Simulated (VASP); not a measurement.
Input of a VASP 6.6.1 run:

POSCAR

```
RbBr
1.0
    0.0000000000      3.4608261073      3.3999155678
    3.4608261073      0.0000000000      3.3999155678
    3.4608261073      3.4608261073      0.0000000000
Rb Br
1 1
Direct
    0.0000000000      0.0000000000      0.0000000000
    0.5000000000      0.5000000000      0.5000000000
```

File INCAR.step1:

```
SYSTEM = RbBr
PREC = Accurate ; ENCUT = 520
EDIFF = 1E-5 ; ISMEAR = 0
SIGMA = 0.01 ; LREAL = .FALSE.
LASPH = .TRUE. ; NELM = 100
ALGO = Normal ; ISIF = 2
LWAVE = .TRUE. ; LCHARG = .FALSE.
NBANDS = 15 ; GGA = PE
```

Contents of INCAR.step2:

```
SYSTEM = RbBr
PREC = Accurate ; ENCUT = 520
EDIFF = 1E-7 ; ISMEAR = 0
SIGMA = 0.01 ; LREAL = .FALSE.
LASPH = .TRUE. ; NELM = 100
ALGO = Normal ; ISIF = 2
LWAVE = .FALSE. ; LCHARG = .FALSE.
GGA = PE ; LHFCALC = .TRUE.
HFSCREEN = 0.2079 ; PRECFOCK = Normal
NBANDS = 15 ; ISTART = 1
```

Contents of KPOINTS:

```
Automatic mesh
0
G
  4 4 4
  0 0 0
```

Potentials or basis: VASP PAW PBE potentials, release 64 (Rb_sv, Br).

Command:

```console
$ cat potpaw_PBE.64/Rb_sv/POTCAR potpaw_PBE.64/Br/POTCAR > POTCAR
$ cp INCAR.step1 INCAR
$ mpirun -np 1 vasp_std > vasp.out
$ cp INCAR.step2 INCAR
$ mpirun -np 1 vasp_std > vasp.out
```

Task: What does it give for the pressure?

Result: 0.6 GPa.

Task: What does it give for the band gap on the k mesh?

Result: 5.48 eV, direct.

Stress tensor (GPa, compression positive):
```
0.41 0.00 0.00
0.00 0.41 0.00
0.00 0.00 0.98
```

Caveat: the PAW data sets were made with another functional, which shifts forces and pressure a little.
